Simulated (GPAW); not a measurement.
# MoS2 in GPAW: notebook, part 2 of 2

GPAW 26.7.0.

**5. Relaxation of cell and atoms, PBEsol+D3(BJ)+ATM**

Contents of run.py:

```python
from ase import Atoms
from ase.calculators.mixing import SumCalculator
from ase.filters import FrechetCellFilter
from ase.io import write
from ase.optimize import BFGS
from dftd3.ase import DFTD3
from gpaw import GPAW, PW, setup_paths

setup_paths.insert(0, '.')

atoms = Atoms(['Mo', 'S', 'S'],
              cell=[[3.1841260822, 0.0, 0.0],
                    [-1.5920630411, 2.757534076, 0.0],
                    [0.0, 0.0, 17.33459995]],
              scaled_positions=[[0.0, 0.0, 0.0],
                                [0.3333333333, 0.6666666667, 0.91050702],
                                [0.3333333333, 0.6666666667, 0.08949298]],
              pbc=True)

calc = GPAW(mode=PW(600),
            xc='PBEsol',
            kpts={'size': (7, 7, 2), 'gamma': True},
            occupations={'name': 'fermi-dirac', 'width': 0.05},
            nbands=25,
            convergence={'density': 1e-05, 'forces': 0.0001},
            maxiter=150,
            txt='gpaw.txt')
atoms.calc = SumCalculator([calc, DFTD3(damping='d3bj', params_tweaks=dict(method='pbesol', atm=True))])
opt = BFGS(FrechetCellFilter(atoms), trajectory='relax.traj', logfile='-')
done = opt.run(fmax=0.02, steps=60)
calc.write('gs.gpw')
write('result.traj', atoms)
print('Converged:', done)
print('Cell:', atoms.cell.cellpar().round(4))
print('Volume:', round(atoms.get_volume(), 4))
print(atoms.get_scaled_positions().round(5))
```

Potentials or basis: PAW data sets generated in the run's folder for this functional, pw.

On the command line:

```sh
$ gpaw-setup -f PBEsol Mo S
$ OMP_NUM_THREADS=1 python run.py
```

gpaw.txt:

```text
__  _  _
 | _ |_)|_||  |
 |__||  | ||/\| - 26.7.0

Input parameters:
  mode=PW(ecut=600.0),
  convergence={'density': 1e-05, 'forces': 0.0001},
  kpts=MonkhorstPack(size=(7, 7, 2), gamma=True),
  maxiter=150,
  nbands=25,
  occupations=Occupations(name='fermi-dirac', width=0.05),
  xc=XC(name='PBEsol')

Diagonalizing LCAO Hamiltonian
Converting LCAO to pw mode

         S

         S

       Mo

Atoms  # Å, Bohr magnetons
|   | symbol |         x |        y |         z |    initial magnetic moments |
|---|--------|-----------|----------|-----------|-----------------------------|
| 0 |     Mo |  0.000000 | 0.000000 |  0.000000 | ( 0.0000,  0.0000,  0.0000) |
| 1 |      S | -0.000000 | 1.838356 | 15.783275 | ( 0.0000,  0.0000,  0.0000) |
| 2 |      S | -0.000000 | 1.838356 |  1.551325 | ( 0.0000,  0.0000,  0.0000) |
[... 975 lines left out ...]
| -0.004133 | -0.000000 |  0.000000 |
| -0.000000 | -0.004133 | -0.000000 |
|  0.000000 | -0.000000 | -0.006451 |

Forces  # eV/Ang
|       x |       y |        z |
|---------|---------|----------|
| 0.00000 | 0.00000 | -0.00000 |  # Mo   0
| 0.00000 | 0.00000 | -0.31720 |  # S    1
| 0.00000 | 0.00000 |  0.31720 |  # S    2

Interpolating wave functions to new cell
[... 171 lines left out ...]
SCF iterations
|iter     | |      energy | eigst |  dens |force |
|---------|-|-------------|-------|-------|------|
|iter:   1| |  -23.898647 | -0.94 |       |      |
|iter:   2| |  -23.796009 | -2.79 | -1.48 |      |
|iter:   3| |  -23.697116 | -2.34 | -1.63 |      |
|iter:   4| |  -23.690454 | -3.43 | -2.11 |      |
|iter:   5| |  -23.688078c| -3.48 | -2.37 |      |
|iter:   6| |  -23.688003c| -4.99 | -2.89 |      |
|iter:   7| |  -23.688005c| -5.85 | -3.31 |      |
|iter:   8| |  -23.688006c| -6.56 | -3.81 |      |
|iter:   9| |  -23.688006c| -7.58c| -4.71 |      |
|iter:  10| |  -23.688006c| -8.21c| -5.39c|      |
|iter:  11| |  -23.688006c| -8.50c| -5.95c|-3.94 |
|iter:  12| |  -23.688006c| -8.79c| -6.79c|-4.90c|

Converged in 12 steps
Energy contributions relative to reference atoms: (reference = -131755.109894)

Energy contributions:
  Kinetic:           1.194153
  Coulomb:          -6.739155
  Zero:             -0.121831
  External:          0.000000
  Xc:              -18.021173
  Entropy:          -0.000000
  Spinorbit:         0.000000
  ----------------------------
  Free energy:     -23.688006
  Extrapolated:    -23.688006
[... 290 lines left out ...]
Forces  # eV/Ang
|        x |        y |        z |
|----------|----------|----------|
|  0.00000 | -0.00000 | -0.00000 |  # Mo   0
| -0.00000 |  0.00000 | -0.06756 |  # S    1
| -0.00000 |  0.00000 |  0.06756 |  # S    2

# Writing to gs.gpw (mode='')
```

Wall time 3.1 min (1 thread of Arm Neoverse V2, shared host); peak memory 0.28 GiB.

Results:

| Quantity | Value |
| --- | --- |
| Free energy | -24.4252 eV |
| Relaxed volume | 48.70 Å³/atom |
| Relaxed cell | a = 3.116 Å, b = 3.116 Å, c = 17.372 Å, α = 90.00°, β = 90.00°, γ = 120.00° |
| Space group after relaxing (to 0.05 Å) | P-6m2 (No. 187) |
| Energy gained by relaxing | 14.4 meV/atom |
| Ionic steps | 6 |
| Largest force after relaxing | 0.007 eV/Å |
| Band gap on the k mesh | 2.16 eV, indirect (least direct gap 2.34 eV) |
| Dispersion energy per atom | -0.246 eV |

Forces in eV/Å, atoms in the order of the input:
```
Mo   0.000  0.000  0.000
S    0.000  0.000 -0.007
S    0.000  0.000  0.007
```

Step by step:
| step | energy change (eV) | largest force (eV/Å) | pressure (GPa) | volume (Å³) |
| --- | --- | --- | --- | --- |
| 1 | 0.0000 | 0.2072 | -1.76 | 152.20 |
| 2 | -0.0143 | 0.0502 | -1.27 | 151.00 |
| 3 | -0.0345 | 0.3042 | 0.09 | 147.48 |
| 4 | -0.0384 | 0.2573 | 0.18 | 146.88 |
| 5 | -0.0432 | 0.0292 | 0.06 | 146.02 |
| 6 | -0.0432 | 0.0068 | 0.00 | 146.10 |

Final structure:
```cif
data_structure
_symmetry_space_group_name_H-M 'P 1'
_symmetry_Int_Tables_number 1
_cell_length_a 3.1163
_cell_length_b 3.1163
_cell_length_c 17.3718
_cell_angle_alpha 90.000
_cell_angle_beta 90.000
_cell_angle_gamma 120.000
_cell_volume 146.10
loop_
_atom_site_label
_atom_site_type_symbol
_atom_site_fract_x
_atom_site_fract_y
_atom_site_fract_z
_atom_site_occupancy
Mo1 Mo 0.00000 0.00000 0.00000 1
S1 S 0.33333 0.66667 0.91001 1
S2 S 0.33333 0.66667 0.08999 1
```

Caveat: later steps reuse the first step's grids.

**6. Relaxation of cell and atoms, PBEsol+D4**

run.py: that of step 5 with these lines changed.

```diff
@@ -5,3 +5,3 @@
 from ase.optimize import BFGS
-from dftd3.ase import DFTD3
+from dftd4.ase import DFTD4
 from gpaw import GPAW, PW, setup_paths
@@ -27,3 +27,3 @@
             txt='gpaw.txt')
-atoms.calc = SumCalculator([calc, DFTD3(damping='d3bj', params_tweaks=dict(method='pbesol', atm=True))])
+atoms.calc = SumCalculator([calc, DFTD4(method='pbesol')])
 opt = BFGS(FrechetCellFilter(atoms), trajectory='relax.traj', logfile='-')
```

Potentials or basis: PAW data sets generated in the run's folder for this functional, pw.

On the command line:

```sh
$ gpaw-setup -f PBEsol Mo S
$ OMP_NUM_THREADS=1 python run.py
```

It took 5.6 min on 1 thread of Arm Neoverse V2, shared host; peak memory 0.45 GiB.

The run converged. Its results:

```yaml
Free_energy: -24.2074 eV
Relaxed_volume: 48.90 Å³/atom
Relaxed_cell: a = 3.123 Å, b = 3.123 Å, c = 17.365 Å, α = 90.00°, β = 90.00°, γ = 120.00°
Space_group_after_relaxing_to_0.05_Å: P-6m2 (No. 187)
Energy_gained_by_relaxing: 11.5 meV/atom
Ionic_steps: 6
Largest_force_after_relaxing: 0.007 eV/Å
Band_gap_on_the_k_mesh: 2.14 eV, indirect (least direct gap 2.32 eV)
Dispersion_energy_per_atom: -0.172 eV
```

Forces in eV/Å, atoms in the order of the input:
```
Mo   0.000  0.000  0.000
S    0.000  0.000 -0.007
S    0.000  0.000  0.007
```

Step by step:
```
step  energy change (eV)  largest force (eV/Å)  pressure (GPa)  volume (Å³)
   1              0.0000                0.1955           -1.59       152.20
   2             -0.0116                0.0504           -1.15       151.11
   3             -0.0276                0.2687            0.06       148.00
   4             -0.0307                0.2305            0.15       147.44
   5             -0.0346                0.0304            0.06       146.62
   6             -0.0346                0.0069            0.00       146.70
```

Final structure:
```xyz
3
Lattice="3.1233 0.0000 0.0000 -1.5617 2.7049 0.0000 0.0000 0.0000 17.3649" Properties=species:S:1:pos:R:3 pbc="T T T"
Mo    0.0000    0.0000    0.0000
S     0.0000    1.8033   15.8035
S     0.0000    1.8033    1.5614
```

Levels at points of the mesh, in eV from the valence-band top:
```csv
k point,band 10,band 11,band 12,band 13,band 14,band 15,band 16,band 17
"(0.00, 0.00, 0.00)",-1.77,-1.28,-1.28,0.00,3.07,3.07,3.34,3.34
"(0.00, 0.00, 0.50)",-1.77,-1.28,-1.28,0.00,3.07,3.07,3.34,3.34
```

Caveat: later steps reuse the first step's grids.

**7. Overview**

```tsv
level	gap on the mesh (eV)	relaxed volume (Å³/atom)	largest force (eV/Å)
PBEsol	2.10	49.36	0.01
PBEsol+D3	2.13	48.99	0.01
PBEsol+D3(BJ)	2.16	48.67	0.01
PBEsol+D3(BJ)+ATM	2.16	48.70	0.01
PBEsol+D4	2.14	48.90	0.01
```

Alike in all rows: task relaxation of cell and atoms; potentials or basis PAW data sets generated in the run's folder for this functional, pw; no spin polarisation; cell relaxed; k mesh 7 × 7 × 2; cutoff (eV) 600; smearing fermi-dirac 0.05 eV.

Caveats: later steps reuse the first step's grids.

Total energies depend on the potentials used, so only differences within one code and one set of settings carry meaning.
